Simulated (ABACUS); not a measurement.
**NaI under changes of volume**

One of the cells (33.899 Å³/atom); the others are scaled copies at fixed shape and fractional positions:

```
I Na
1.0
     0.00000    3.23640    3.23640
     3.23640    0.00000    3.23640
     3.23640    3.23640    0.00000
I Na
1 1
Cartesian
  3.2364 3.2364 3.2364
  0.0000 0.0000 0.0000
```

```yaml
Program: ABACUS 3.10.1
Functional: PBEsol
Potentials_or_basis: PseudoDojo NC SR 0.4.1 PBEsol standard
Cutoff: 1211 eV
Density_cutoff: 4844 eV
Basis: plane waves
k_mesh: 7 × 7 × 7
Occupations: fermi-dirac, width 0.05 eV
Spin: no spin polarisation
```

```tsv
volume (Å³/atom)	energy over the lowest point (meV/atom)	pressure (GPa)	gap on the mesh (eV)
31.865	?	?	?
32.543	0.00	0.2	3.61
33.221	0.13	-0.2	3.56
33.899	1.67	-0.5	3.51
34.577	4.44	-0.8	3.46
35.255	8.31	-1.0	3.41
35.933	13.13	-1.2	3.37
```

What does the run at 31.865 Å³/atom give?

Energy over the lowest point 1.45 meV/atom; pressure 0.5 GPa; gap on the mesh 3.67 eV.

Worked out: A Birch-Murnaghan fit of order 3 (a polynomial in V^(-2/3)) to the other rows has its minimum at 32.82 Å³/atom with B0 = V·E''(V) = 17.3 GPa and B' = 5.2. It gives 1.47 meV/atom at 31.865 Å³/atom, against the run's 1.45, and -dE/dV = 0.6 GPa, against 0.5. A straight line through the other rows of the gap, of slope -2.45 eV per unit of ln V (its deformation potential), extrapolates to 3.66 eV, against the run's 3.67.

Energies are extrapolated to zero smearing.

Caveats: spin-orbit coupling is left out, which moves the levels of the heavy elements.
